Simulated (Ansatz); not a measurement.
# W (Fm-3m) in Ansatz: convergence with basis error

Aim: find how far basis error must go before the results for W settle, at PBE. This setting moves, with any that are tied to it; all else stays.

All numbers are computed with Ansatz 0.2.0; they aren't measurements. Logs are shortened: lines on timing, memory, paths and dates and some standing lists are left out, and cuts for length are marked.

### 1 Starting point

Symmetry: Fm-3m, No. 225, cubic system. The conventional cell has a = 4.060 Å, b = 4.060 Å, c = 4.060 Å, α = 90.00°, β = 90.00°, γ = 90.00°. W (site symmetry m-3m) has 12 W at 2.87 Å as nearest neighbours.

This isn't the form of W at room conditions, which is bcc.

### 2 With basis error 0.03 eV/atom

The input, input.yaml:

```yaml
crystal:
  lattice:
    - [0.0, 2.03, 2.03]
    - [2.03, 0.0, 2.03]
    - [2.03, 2.03, 0.0]
  atoms:
    - { symbol: W, position: [0.0, 0.0, 0.0] }
kpoints:
  mp_grid: { grid: [11, 11, 11] }
scf:
  occupations: { method: fermi_dirac, width: 0.05 }
hamiltonian:
  xc: pbe
  pseudopotentials: { kind: all_electron, lapw: { basis_error: 0.03 } }
output:
  forces: true
  stress: true
  eigenvalues: true
```

Potentials or basis: all-electron LAPW, scalar-relativistic.

Run with:

```bash
> ansatz run input.yaml --threads 1 --pin off --max-ram 3072MiB --backend cpu --events-out ev --progress --plain --runs-dir out
```

Run time: 1.6 s. Hardware: 1 thread of AMD EPYC 9R45 (Zen 5), shared host; peak memory 0.27 GiB.

Results:

* Free energy: -439201.7405 eV
* Pressure: -4.6 GPa
* Band gap on the k mesh: none (metal or under the smearing width)

### 3 With basis error 0.01 eV/atom

Changes to input.yaml since step 2:

```diff
@@ -13,3 +13,3 @@
   xc: pbe
-  pseudopotentials: { kind: all_electron, lapw: { basis_error: 0.03 } }
+  pseudopotentials: { kind: all_electron, lapw: { basis_error: 0.01 } }
 output:
```

Potentials or basis: all-electron LAPW, scalar-relativistic.

Run with:

```bash
> ansatz run input.yaml --threads 1 --pin off --max-ram 3072MiB --backend cpu --events-out ev --progress --plain --runs-dir out
```

Run time: 2.2 s. Hardware: 1 thread of AMD EPYC 9R45 (Zen 5), shared host; peak memory 0.28 GiB.

Results:

```
Free energy            : -439201.7445 eV
Pressure               : -4.7 GPa
Band gap on the k mesh : none (metal or under the smearing width)
```

### 4 With basis error 0.003 eV/atom

Changes to input.yaml since step 3:

```diff
@@ -13,3 +13,3 @@
   xc: pbe
-  pseudopotentials: { kind: all_electron, lapw: { basis_error: 0.01 } }
+  pseudopotentials: { kind: all_electron, lapw: { basis_error: 0.003 } }
 output:
```

Run with:

```bash
> ansatz run input.yaml --threads 1 --pin off --max-ram 3072MiB --backend cpu --events-out ev --progress --plain --runs-dir out
```

Run time: 2.1 s. Hardware: 1 thread of AMD EPYC 9R45 (Zen 5), shared host; peak memory 0.3 GiB.

What came out:

```
Free energy            : -439201.7457 eV
Pressure               : -4.7 GPa
Band gap on the k mesh : none (metal or under the smearing width)
```

### 5 With basis error 0.001 eV/atom

Changes to input.yaml since step 4:

```diff
@@ -13,3 +13,3 @@
   xc: pbe
-  pseudopotentials: { kind: all_electron, lapw: { basis_error: 0.003 } }
+  pseudopotentials: { kind: all_electron, lapw: { basis_error: 0.001 } }
 output:
```

Run with:

```bash
> ansatz run input.yaml --threads 1 --pin off --max-ram 3072MiB --backend cpu --events-out ev --progress --plain --runs-dir out
```

Run time: 2.6 s. Hardware: 1 thread of AMD EPYC 9R45 (Zen 5), shared host; peak memory 0.32 GiB.

What came out:

- Free energy: -439201.7460 eV
- Pressure: -4.7 GPa
- Band gap on the k mesh: none (metal or under the smearing width)

### 6 With basis error 0.0003 eV/atom

Changes to input.yaml since step 5:

```diff
@@ -13,3 +13,3 @@
   xc: pbe
-  pseudopotentials: { kind: all_electron, lapw: { basis_error: 0.001 } }
+  pseudopotentials: { kind: all_electron, lapw: { basis_error: 0.0003 } }
 output:
```

Potentials or basis: all-electron LAPW, scalar-relativistic.

Run with:

```bash
> ansatz run input.yaml --threads 1 --pin off --max-ram 3072MiB --backend cpu --events-out ev --progress --plain --runs-dir out
```

Run time: 3.6 s. Hardware: 1 thread of AMD EPYC 9R45 (Zen 5), shared host; peak memory 0.35 GiB.

The run converged. Its results:

```
Free energy            : -439201.7462 eV
Pressure               : -4.7 GPa
Band gap on the k mesh : none (metal or under the smearing width)
```

### 7 With basis error 0.0001 eV/atom

Changes to input.yaml since step 6:

```diff
@@ -13,3 +13,3 @@
   xc: pbe
-  pseudopotentials: { kind: all_electron, lapw: { basis_error: 0.0003 } }
+  pseudopotentials: { kind: all_electron, lapw: { basis_error: 0.0001 } }
 output:
```

Potentials or basis: all-electron LAPW, scalar-relativistic.

Run with:

```bash
> ansatz run input.yaml --threads 1 --pin off --max-ram 3072MiB --backend cpu --events-out ev --progress --plain --runs-dir out
```

Log:

```text
Warning: RAYON_NUM_THREADS=1 ignored (pool sized by the plan → 1); use --threads N
LAPW: plane waves up to 9.218 Å⁻¹, error target 1.0e-4 eV per atom; small_component_spin mean_spin; W in spheres of 1.435 Å, 44 of its electrons in bands, Dirac shells [] (how accurate: hamiltonian.pseudopotentials.lapw.basis_error, Limitations)
Engine: ansatz 0.2.0, x86_64-unknown-linux-gnu
Pseudopotentials: kind: all_electron
Pseudopotential: W, LAPW, valence charge 44, lapw/all_electron/scalar/gaussian/W, Koelling and Harmon's equation, gaussian nucleus
Functional definition: PBE
  parameter kappa = 0.804
  parameter beta = 0.06672455060314922
  exchange = pbe_x(kappa = kappa, mu = beta*pi^2/3)
  correlation = pbe_c(beta = beta)
Crystal: 1 atoms, lattice volume = 16.731 Å³
Basis set: ecut = 323.75383432195355 eV, 229 PW (Γ), exchange–correlation at level 2
Bands: 27, of which v1, the nominal top of the filled ones, is band 22 counted from 1 (21 counted from 0)
Symmetry: 48 space group operations
Space group: Fm-3m (ITA 225), of the structure as read, at distance tolerance 2.6e-5 Å
k-points: 56 of 1331
Non-local potential: W, projectors of the file, none
Initial density: superposition of atomic densities (chi_scale 0.1, normalization cell)
Initial wavefunctions: plane waves of lowest kinetic energy (no species holds an atomic orbital)
Functional: x = pbe(κ = 0.804, μ = 0.2195149727645171), c = pbe(β = 0.06672455060314922)
iter 1 solved again at ethr=1.83e-4 eV; its pass at ethr=1.00e-1 eV (dr2=8.07e-2 eV) is discarded
SCF iter   1: F=—  HF=-439201.940956 eV  |F-HF|=—  |Δ(HF+E_count)|=         —  Δρ=3.05e-2  dr2=8.11e-2  ethr=1.83e-4  ⟨swp⟩=2.9  Hψ=9295  notcnv=0
preconditioner: auto → Kerker (q_TF=auto, 3.205 Å⁻¹)  [metal: Δε(μ)=0.053 eV  Ē_g=31.071 eV  σ=0.050 eV  W_gap=0.25  n_scr=14 (ndim 8)  ℏωp=46.3 eV  f_vac=0.000  D(μ)=1.22/eV (n_scr^D=14)]
SCF iter   2: F=—  HF=-439201.762462 eV  |F-HF|=—  |Δ(HF+E_count)|=   1.78e-1  Δρ=1.54e-2  dr2=2.53e-2  ethr=1.83e-4  ⟨swp⟩=2.0  Hψ=4713  notcnv=0
SCF iter   3: F=—  HF=-439201.749691 eV  |F-HF|=—  |Δ(HF+E_count)|=   1.28e-2  Δρ=9.96e-3  dr2=1.19e-2  ethr=5.74e-5  ⟨swp⟩=2.0  Hψ=4351  notcnv=0
SCF iter   4: F=—  HF=-439201.746030 eV  |F-HF|=—  |Δ(HF+E_count)|=         —  Δρ=5.78e-3  dr2=4.59e-3  ethr=2.71e-5  ⟨swp⟩=2.0  Hψ=4381  notcnv=0
the basis was enlarged: its passes take 2.1 MiB over the memory plan, 1 of 1 planned eigensolver slots
iter 5 solved again at ethr=8.59e-7 eV; its pass at ethr=1.04e-5 eV (dr2=3.78e-4 eV) is discarded
SCF iter   5: F=—  HF=-439201.746158 eV  |F-HF|=—  |Δ(HF+E_count)|=   1.28e-4  Δρ=1.50e-3  dr2=3.77e-4  ethr=8.59e-7  ⟨swp⟩=2.0  Hψ=7476  notcnv=0
SCF iter   6: F=—  HF=-439201.746203 eV  |F-HF|=—  |Δ(HF+E_count)|=   4.45e-5  Δρ=3.56e-4  dr2=1.87e-5  ethr=8.58e-7  ⟨swp⟩=2.0  Hψ=4446  notcnv=0
SCF iter   7: F=—  HF=-439201.746203 eV  |F-HF|=—  |Δ(HF+E_count)|=   3.30e-7  Δρ=1.04e-4  dr2=1.88e-6  ethr=4.26e-8  ⟨swp⟩=2.0  Hψ=4446  notcnv=0
SCF iter   8: F=-439201.746202 eV  HF=-439201.746202 eV  |F-HF|=2.08e-8  |Δ(HF+E_count)|=   2.40e-7  Δρ=2.50e-5  dr2=9.82e-8  ethr=4.27e-9  ⟨swp⟩=2.0  Hψ=4446  notcnv=0
SCF 1 converged in 8 iterations: F = -439201.746202 eV  dr2 = 9.82e-8
SCF converged after 8 iterations
Free energy (F): -439201.746202 eV
Harris-Foulkes:  -439201.746202 eV  (|F-HF|=2.08e-8)
Internal energy: -439201.737516 eV  (E = F + TS)
E sigma→0 (E₀):  -439201.741859 eV
Entropy (-TS):   -0.008687 eV (-8.687 meV/atom)
Fermi energy:    27.019876 eV
--- Per-component energies (eV) ---
  E_band       = -4423.039319
  E_kinetic    = 491881.834193
  E_xc         = -8832.589603
  E_electrostatic = -922250.982106  (all electrons and nuclei)
  E_smearing   = -0.008687  (= −TS)
  E_closure    = 0.000000  (closes the sum)
  E_atoms      = -439190.788623  (free atoms, spherical and without spin; not in F)
  Σ components = -439201.746202   (vs F -439201.746202, Δ=0.00e0)
  Basis errors (estimates in eV, not in F): energy 2.0e-5 per atom: plane waves 1.6e-5 (8.4e-6 summed), levels above the bands 1.5e-115, relativity 6.7e-9, radial functions 3.5e-6, core shells 5.1e-9; eigenvalues (radial functions only) 1.8e-7; not estimated: angular momenta, meshes, grids; target (lapw.basis_error) 1.0e-4; muffin-tin radii W 1.435 Å
--- Forces (eV/Å), atoms counted from 1 ---
  atom   1  W     -0.00000000     0.00000000     0.00000000
  max |Σ_I F_I| component: 6.25e-31 eV/Å
--- Stress (GPa, compression-positive) ---
       -4.734878       0.000000       0.000000
        0.000000      -4.734878      -0.000000
        0.000000      -0.000000      -4.734878
  P = ⅓ Tr σ = -4.7349 GPa (-47.349 kbar)
--- Band table (eV; the first three rows and the last of 56) ---
  k-point 0: bands = ["-390.5864", "-390.5864", "-390.5864", "-205.6572", "-205.6572", "-205.6343", "-205.6343", "-205.6343", "-46.6148", "-10.3132", "-10.3132", "-10.3132", "-0.8296", "-0.8296", "-0.8296", "-0.8143", "-0.7819", "-0.7819", "-0.7819", "18.1274", "26.4729", "26.4729", "26.4729", "29.5168", "29.5168", "39.7537", "44.8497"]
  k-point 1: bands = ["-390.5864", "-390.5864", "-390.5864", "-205.6572", "-205.6572", "-205.6343", "-205.6343", "-205.6343", "-46.6071", "-10.4041", "-10.3249", "-10.3249", "-0.8300", "-0.8280", "-0.8280", "-0.8121", "-0.7848", "-0.7848", "-0.7817", "18.4785", "26.2142", "26.6322", "26.6322", "29.3805", "29.3805", "40.4363", "43.5023"]
  k-point 2: bands = ["-390.5864", "-390.5864", "-390.5864", "-205.6572", "-205.6572", "-205.6343", "-205.6343", "-205.6343", "-46.5864", "-10.6428", "-10.3561", "-10.3561", "-0.8316", "-0.8240", "-0.8240", "-0.8059", "-0.7924", "-0.7924", "-0.7814", "19.4265", "25.6998", "26.9134", "26.9134", "29.2725", "29.2725", "41.0905", "42.6073"]
  k-point 55: bands = ["-390.5864", "-390.5864", "-390.5864", "-205.6572", "-205.6572", "-205.6343", "-205.6343", "-205.6343", "-46.4858", "-11.0541", "-10.9962", "-10.6940", "-0.8175", "-0.8166", "-0.8147", "-0.8143", "-0.8112", "-0.8073", "-0.7779", "23.3950", "24.5591", "25.4651", "28.4363", "32.3357", "35.9557", "37.5536", "38.6676"]
```

Run time: 4 s. Hardware: 1 thread of AMD EPYC 9R45 (Zen 5), shared host; peak memory 0.38 GiB.

Results:

* Free energy: -439201.7462 eV
* Pressure: -4.7 GPa
* Band gap on the k mesh: none (metal or under the smearing width)

### 8 Summary

| basis error | energy less the tightest run, at zero smearing (meV/atom) | pressure (GPa) | SCF cycles | CPU time (s) | peak memory (GiB) |
| --- | --- | --- | --- | --- | --- |
| 0.03 eV/atom | 5.69 | -4.64 | 8 | 1.6 | 0.27 |
| 0.01 eV/atom | 1.75 | -4.71 | 8 | 2.2 | 0.28 |
| 0.003 eV/atom | 0.52 | -4.73 | 8 | 2.1 | 0.3 |
| 0.001 eV/atom | 0.16 | -4.73 | 8 | 2.6 | 0.32 |
| 0.0003 eV/atom | 0.03 | -4.73 | 8 | 3.6 | 0.35 |
| 0.0001 eV/atom | 0.00 | -4.73 | 8 | 4 | 0.38 |

Against the tightest run, the energy stays within 1 meV/atom from 0.003 eV/atom on; the pressure stays within 0.1 GPa from 0.03 eV/atom on. The tightest run that finished is the yardstick and may itself not be fully converged.
